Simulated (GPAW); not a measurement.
Runs of GPAW 26.7.0 on Ag. Symmetry: Fm-3m, No. 225, cubic system. Conventional cell: a = 4.085 Å, b = 4.085 Å, c = 4.085 Å, α = 90.00°, β = 90.00°, γ = 90.00°. Ag (site symmetry m-3m) has 12 Ag at 2.89 Å as nearest neighbours. 

| task | level | potentials or basis | spin | cutoff (eV) | maxiter | band path | band points | spin axis theta (degrees) | spin axis phi (degrees) | other keys | pressure (GPa) |
| --- | --- | --- | --- | --- | --- | --- | --- | --- | --- | --- | --- |
| band structure | BP86 | PAW data sets generated in the run's folder for this functional, pw | SOC, no magnetisation | 600 | 150 | GXWKGLUWLK,UX | 100 | 0 | 0 | - | (b) |
| single point | PBE | GPAW PAW data sets (gpaw-data 1.2.1), pw | off | 900 | 60 | - | - | - | - | several, not listed | 4.3 |
| band structure | M06-L | GPAW PAW data sets (gpaw-data 1.2.1), pw | SOC, no magnetisation | 600 | 150 | GXWKGLUWLK,UX | 100 | 90 | 0 | - | 5.6 |
| band structure | LDA | the program's PAW data sets (release 1.2.1) made for this functional, other valence, pw | off | 600 | 150 | GXWKGLUWLK,UX | 100 | - | - | - | (a) |
| band structure | LDA | PAW data sets generated in the run's folder for this functional, pw | off | 600 | 150 | GXWKGLUWLK,UX | 100 | - | - | - | -7.6 |

Alike in all rows: cell as given; k mesh 11 × 11 × 11; smearing fermi-dirac 0.05 eV.

Estimate the missing entries.

(a) -5.6; (b) 4.7.

Caveats: spin-orbit coupling was added after a scalar SCF, so levels and gaps hold it while energy, forces, pressure and moments don't (some runs); the PAW data sets were made with another functional, which shifts forces and pressure a little (some runs).

The runs don't all hold the same shells in valence.
